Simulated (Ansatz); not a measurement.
## How far is this AlAs₃ from the hull?

The calculation used Ansatz 0.2.0, DFT PBE, scalar-relativistic, plane waves, PAW. All cells share a 420 eV cutoff and Γ-centred k meshes spaced at most about 0.3 Å⁻¹ (about 0.25 or finer for metals, 2π included). No spin polarisation.

The zero of energy is the elements' standard structures at the same level; no fitted shifts are applied.

All energies are static (0 K, no zero-point motion). The reference form of As is held partly by dispersion forces, which this level lacks.

The competitors are the elements and 1 reference phase of this chemical system (from databases or known types: AlAs), relaxed at the same level; other known phases may be missing.

The candidate was reached from: Mo3Ir type (Pm-3n).

```cif
data_structure
_symmetry_space_group_name_H-M 'P 1'
_symmetry_Int_Tables_number 1
_cell_length_a 5.3228
_cell_length_b 5.3228
_cell_length_c 5.3228
_cell_angle_alpha 90.000
_cell_angle_beta 90.000
_cell_angle_gamma 90.000
_cell_volume 150.81
loop_
_atom_site_label
_atom_site_type_symbol
_atom_site_fract_x
_atom_site_fract_y
_atom_site_fract_z
_atom_site_occupancy
Al1 Al 0.50000 0.50000 0.50000 1
Al2 Al 0.00000 0.00000 0.00000 1
As1 As 0.50000 0.25000 0.00000 1
As2 As 0.50000 0.75000 0.00000 1
As3 As 0.25000 0.00000 0.50000 1
As4 As 0.75000 0.00000 0.50000 1
As5 As 0.00000 0.50000 0.25000 1
As6 As 0.00000 0.50000 0.75000 1
```

Task: Where does it stand against these competitors?

Result: Not stable. Its formation energy is 0.397 eV/atom. The lowest competing mixture at this composition is this:

```tsv
phase	space group	source	share of atoms	ΔE_f (eV/atom)
As	-	element	0.5000	-0.0010
AlAs	F-43m (No. 216)	COD	0.5000	-0.487
```

The lowest database cell of As (-0.0010) lies slightly below the reference, hence the non-zero entry.

The mixture lies at -0.244 eV/atom, and the candidate lies 0.64 eV/atom above it. The candidate matches no cell in the subsets of the Crystallography Open Database and the Materials Project at hand. A phase this far over the hull is unlikely to be made. Shaken at random and relaxed again it fell by 0.48 eV/atom, so it probably isn't a firm minimum. It has the A15 type.
